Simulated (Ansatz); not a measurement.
Ga: which structure is lowest?

These are results of DFT, revPBE, plane waves (420 eV) with PAW, scalar-relativistic (Ansatz 0.2.0), not measurements. The PAW files were generated under PBE, with cores re-solved for the functional.

Each structure is relaxed within its own symmetry, so a high-lying one may be dynamically unstable.

```
        structure  ΔE (meV/atom)  V (Å³/atom)                                    cell     magnetic state
  alpha-Ga (Cmce)              0        20.93   a = 4.671 Å, b = 7.818 Å, c = 4.586 Å  spin not included
              fcc             17        19.50                             a = 4.273 Å  spin not included
             dhcp             19        19.49  a = 3.021 Å, c = 9.864 Å (c/a = 3.266)  spin not included
              hcp             28        19.62  a = 3.062 Å, c = 4.832 Å (c/a = 1.578)  spin not included
              bcc             31        19.70                             a = 3.403 Å  spin not included
omega (AlB2-type)             42        19.84  a = 4.748 Å, c = 3.048 Å (c/a = 0.642)  spin not included
              A15             50        20.02                             a = 5.431 Å  spin not included
     simple cubic             83        20.80                             a = 2.750 Å  spin not included
          diamond            265        26.28                             a = 5.947 Å  spin not included
```

ΔE counts from alpha-Ga (Cmce).

Differences under about 8 meV lie within the error of the k-point mesh.
